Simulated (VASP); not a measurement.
A run of VASP 6.6.1 is set up as follows.

INCAR

```
SYSTEM = SrO
ALGO     = Normal         ! electronic algorithm
EDIFF    = 1E-7           ! SCF threshold, eV
EDIFFG   = -0.01          ! ionic threshold
ENCUT    = 300            ! plane-wave cutoff, eV
GGA      = PE             ! functional
IBRION   = 2              ! ionic algorithm
ISIF     = 2              ! what is computed and relaxed
ISMEAR   = 0              ! smearing method
LASPH    = .True.         ! aspherical terms in the spheres
LCHARG   = .False.        ! write CHGCAR
LREAL    = .False.        ! projectors in reciprocal space
LWAVE    = .False.        ! write WAVECAR
NELM     = 80             ! most SCF steps
NSW      = 40             ! ionic steps
PREC     = Accurate       ! precision mode
SIGMA    = 0.03           ! smearing width, eV
```

Contents of KPOINTS:

```
k-points
0
Gamma
  5 5 5
  0 0 0
```

The input POSCAR:

```
SrO                                     
1.0
   -0.0000000000      2.5932696084      2.5932696084
    2.5932696084      0.0000000000      2.5932696084
    2.5932696084      2.5932696084     -0.0000000000
  Sr              O             
     1     1
Direct
     0.5000000000000000    0.5000000000000000    0.5000000000000000
     0.0000000000000000    0.0000000000000000    0.0000000000000000
```

Potentials or basis: VASP PAW PBE potentials, release 64 (Sr_sv, O_s).

Command:

```bash
$ cat potpaw_PBE.64/Sr_sv/POTCAR potpaw_PBE.64/O_s/POTCAR > POTCAR
$ mpirun -np 1 vasp_std > vasp.out
```

Task: What does it give for the band gap on the k mesh?

Result: 3.47 eV, indirect (least direct gap 3.59 eV).

Final structure:
```
CELL_PARAMETERS angstrom
0.00000 2.59327 2.59327
2.59327 0.00000 2.59327
2.59327 2.59327 0.00000
ATOMIC_POSITIONS crystal
Sr 0.50000 0.50000 0.50000
O 0.00000 0.00000 0.00000
```

Caveat: the relaxation stopped at its first step, so nothing moved; an odd mesh through Γ misses points on the zone boundary, where band edges often lie.
